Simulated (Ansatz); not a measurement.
# KF: a single-point run

The task is a single-point run on KF. The structure is shown as the input types it. The cell is built on a prototype (zincblende) and needn't be the phase found in nature.

Program: Ansatz 0.2.0. Level of theory: density functional or hybrid calculation with the settings of its input, plane waves (as first typed). These are calculated values, not measurements.

4 further runs of the same task are left out: 2 for a known fault of the program, 2 that didn't finish.

### Step 1. The structure to begin with

The structure is cubic, space group F-43m (No. 216). Conventional cell: a = 5.871 Å, b = 5.871 Å, c = 5.871 Å, α = 90.00°, β = 90.00°, γ = 90.00°. K (site symmetry -43m) is surrounded by 4 F at 2.54 Å. F (site symmetry -43m) is surrounded by 4 K at 2.54 Å.

As a file:

```
K F
1.0
     0.00000    2.93540    2.93540
     2.93540    0.00000    2.93540
     2.93540    2.93540    0.00000
K F
1 1
Direct
  0.00000 0.00000 0.00000
  0.25000 0.25000 0.25000
```

### Step 2. Input and run

Contents of input.yaml:

```yaml
crystal:
  lattice:
    - [0.0, 2.935401429, 2.935401429]
    - [2.935401429, 0.0, 2.935401429]
    - [2.935401429, 2.935401429, 0.0]
  atoms:
    - { symbol: K, position: [0.0, 0.0, 0.0] }
    - { symbol: F, position: [0.25, 0.25, 0.25] }
kpoints:
  mp_grid: { grid: [4, 4, 4] }
hamiltonian:
  xc: hse06
scf:
  occupations: { method: fixed }
  n_extra_bands: 4
  max_iter: 85
output:
  forces: true
  stress: true
  eigenvalues: true
basis:
  ecutwfc: 40
```

Run with:

```console
$ ansatz run input.yaml --threads 4 --pin off --max-ram 3686MiB --backend cpu --events-out ev --progress --plain --runs-dir out
```

**Question.** How will this run end, and is anything wrong with its input?

The run converged and reported no error, with warnings (cutoff below recommended, metallic iterate, stress exchange threshold loose). It gives a pressure of 31 GPa, which is large; a structure far from rest gives such values too, whatever the setting.

The suspect setting: basis.ecutwfc is 40. The basis cutoff is far too low: the plane waves can't represent the orbitals near the cores. The potentials' recommended cutoff is 420 eV.

Run again and compare: delete basis.ecutwfc (the default then holds).
